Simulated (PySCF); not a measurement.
# Isomerisation enthalpies of C3H9N

**What was measured.**

CRC Handbook of Chemistry and Physics lists, for the gas at 298.15 K: enthalpy of formation of `CC(C)N` (isopropylamine) -83.7 kJ/mol; enthalpy of formation of `CCCN` (propylamine) -70.1 kJ/mol; enthalpy of formation of `CN(C)C` (trimethylamine) -23.6 kJ/mol.

The results are set against them at the end.

Differences of these values give the isomerisation enthalpies. Geometries: GFN2-xTB; runs in PySCF, gas phase, with a dispersion term only where the level names one. Total electronic energies (Eh):

```csv
SMILES,PBE0/pcSseg-1
CC(C)N,-174.25245
CCCN,-174.24814
CN(C)C,-174.23274
```

Geometry of `CC(C)N` (Å):
```
atom  x, y, z in Å
C1     1.314   -0.460    0.014
C2    -0.137   -0.128   -0.323
C3    -0.468    1.311    0.065
N4    -1.004   -1.023    0.434
H5     1.466   -0.374    1.086
H6     1.988    0.222   -0.498
H7     1.554   -1.477   -0.288
H8    -0.275   -0.236   -1.417
H9     0.204    2.004   -0.436
H10   -1.490    1.557   -0.213
H11   -0.364    1.430    1.140
H12   -1.979   -0.835    0.226
H13   -0.813   -1.989    0.192
```

Geometry of `CCCN` (Å):
```
atom  x, y, z in Å
C1    -1.7204   -0.1180   -0.5844
C2    -0.3662   -0.5551   -0.0422
C3     0.7269    0.4655   -0.3508
N4     2.0200   -0.0477    0.0751
H5    -1.9998    0.8509   -0.1753
H6    -2.4894   -0.8383   -0.3159
H7    -1.6906   -0.0356   -1.6686
H8    -0.4322   -0.6911    1.0403
H9    -0.0773   -1.5111   -0.4805
H10    0.7795    0.6283   -1.4315
H11    0.4645    1.4290    0.1211
H12    2.0253   -0.1910    1.0800
H13    2.7553    0.6146   -0.1462
```

Geometry of `CN(C)C` (Å):
```
atom  x, y, z in Å
C1    -0.3572    1.3008    0.3788
N2    -0.1371   -0.1223    0.5224
C3     1.2659   -0.4532    0.3949
C4    -0.9426   -0.8767   -0.4137
H5    -0.0646    1.6791   -0.6144
H6     0.2205    1.8292    1.1358
H7    -1.4133    1.5161    0.5348
H8     1.6759   -0.1988   -0.5963
H9     1.3979   -1.5215    0.5609
H10    1.8303    0.0880    1.1529
H11   -0.6954   -0.6549   -1.4650
H12   -0.7910   -1.9411   -0.2391
H13   -1.9936   -0.6443   -0.2483
```

Zero-point and thermal terms are left out, so the computed numbers are electronic energies.

**Comparison with experiment**

Relative to `CC(C)N`, the lowest by measurement, in kJ/mol (measured: enthalpies at 298.15 K; computed: electronic energies):

```tsv
SMILES	measured	PBE0/pcSseg-1
CC(C)N	0.0	0.0
CCCN	13.6	11.3
CN(C)C	60.1	51.7
```

Measured values: -83.7 kJ/mol (298.15 K; CRC Handbook of Chemistry and Physics) for the first row; the others come from the same table. Mean unsigned miss over the other isomers: PBE0/pcSseg-1 5.3 kJ/mol. One conformer stands for `CC(C)N` and `CCCN`, not necessarily the lowest, while the measurement averages over conformers. Where a level misses, the cause wasn't examined.
